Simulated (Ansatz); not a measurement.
# Zone-centre modes in SiC

Level of theory: DFT r2SCAN, scalar-relativistic, plane waves, PAW in Ansatz 0.2.0. The runs took a 500 eV cutoff, a Γ-centred 8×6×4 mesh and Gaussian smearing (0.05 eV). No spin polarisation.

Zero of the scan (relaxed at this level):

```
CELL_PARAMETERS angstrom
-3.07520 0.00000 0.00000
0.00000 0.00000 -5.04817
0.00000 -5.32639 0.00000
ATOMIC_POSITIONS crystal
Si 0.50000 0.99540 0.16667
Si 0.00000 0.99540 0.66667
Si 0.00000 0.49540 0.33333
Si 0.50000 0.49540 0.83333
C 0.50000 0.61960 0.16667
C 0.00000 0.61960 0.66667
C 0.00000 0.11960 0.33333
C 0.50000 0.11960 0.83333
```

Harmonic modes by finite displacements of 0.02 Å, without the LO–TO term. The cell doubles the primitive one, so its zone centre also holds the primitive cell's point q = (0, 1/2, 0).

At this geometry, is the structure stable against these modes?

Yes: no mode is imaginary beyond 10 cm⁻¹, and only the three translations lie near zero.

List the wavenumbers in cm⁻¹.

0, 0, 0, 270, 270, 271, 352, 376, 448, 557, 564, 605, 754, 763, 765, 765, 773, 776, 791, 803, 803, 846, 852, 865.

Cost: 1 run of about 2.3 core-minutes, on Intel Xeon 6975P-C (Granite Rapids) (shared hosts).